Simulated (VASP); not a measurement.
Wanted: the native input for a VASP 6.6.1 run.

```
Task                   : band structure
Functional             : LDA
Potentials or basis    : VASP PAW LDA potentials, release 64 (Ca_sv, O)
Cutoff                 : 520 eV
k mesh                 : 7 × 7 × 5
Occupations            : gaussian, width 0.02 eV
Spin                   : no spin polarisation
Further INCAR settings : ALGO = Fast; EDIFF = 1e-06; NBANDS = 24
```

The structure of CaO lies in POSCAR:

```
CaO                                     
1.0
    3.3690445324      0.0000000000      0.0000000000
    0.0000000000      3.3690445324      0.0000000000
    0.0000000000      0.0000000000      4.6959134395
  Ca              O             
     2     2
Direct
     0.0000000000000000    0.0000000000000000    0.0000000000000000
     0.5000000000000000    0.5000000000000000    0.5000000000000000
     0.5000000000000000    0.5000000000000000    0.0000000000000000
     0.0000000000000000    0.0000000000000000    0.5000000000000000
```

The cell was built by a generator and isn't the measured one.

One way to write it, as run:

INCAR

```
PREC = Accurate
ENCUT = 520
EDIFF = 1E-6
ISMEAR = 0
SIGMA = 0.02
LREAL = False
LASPH = True
NELM = 60
ALGO = Fast
ISIF = 2
LWAVE = False
LCHARG = False
NBANDS = 24
```

KPOINTS

```
regular mesh
0
Gamma
  7 7 5
```

KPOINTS_OPT

```
path GXMGZRAZ,XR,MA
15
line-mode
reciprocal
 0.0000000000  0.0000000000  0.0000000000  G
 0.0000000000  0.5000000000  0.0000000000  X

 0.0000000000  0.5000000000  0.0000000000  X
 0.5000000000  0.5000000000  0.0000000000  M

 0.5000000000  0.5000000000  0.0000000000  M
 0.0000000000  0.0000000000  0.0000000000  G

 0.0000000000  0.0000000000  0.0000000000  G
 0.0000000000  0.0000000000  0.5000000000  Z

 0.0000000000  0.0000000000  0.5000000000  Z
 0.0000000000  0.5000000000  0.5000000000  R

 0.0000000000  0.5000000000  0.5000000000  R
 0.5000000000  0.5000000000  0.5000000000  A

 0.5000000000  0.5000000000  0.5000000000  A
 0.0000000000  0.0000000000  0.5000000000  Z

 0.0000000000  0.5000000000  0.0000000000  X
 0.0000000000  0.5000000000  0.5000000000  R

 0.5000000000  0.5000000000  0.0000000000  M
 0.5000000000  0.5000000000  0.5000000000  A
```

Potentials or basis: VASP PAW LDA potentials, release 64 (Ca_sv, O).

Launch:

```console
$ cat potpaw_LDA.64/Ca_sv/POTCAR potpaw_LDA.64/O/POTCAR > POTCAR
$ mpirun -np 1 vasp_std > vasp.out
```

Results of the run:

| Property | Result |
| --- | --- |
| Pressure | -4.1 GPa |
| Band gap on the k mesh | 3.32 eV |
| Band gap along the path | 3.32 eV |

Run time: 2.2 min on 1 thread of Intel(R) Xeon(R) Platinum 8259CL CPU @ 2.50GHz (Skylake/Cascade Lake) (shared host), peak memory 0.19 GiB.
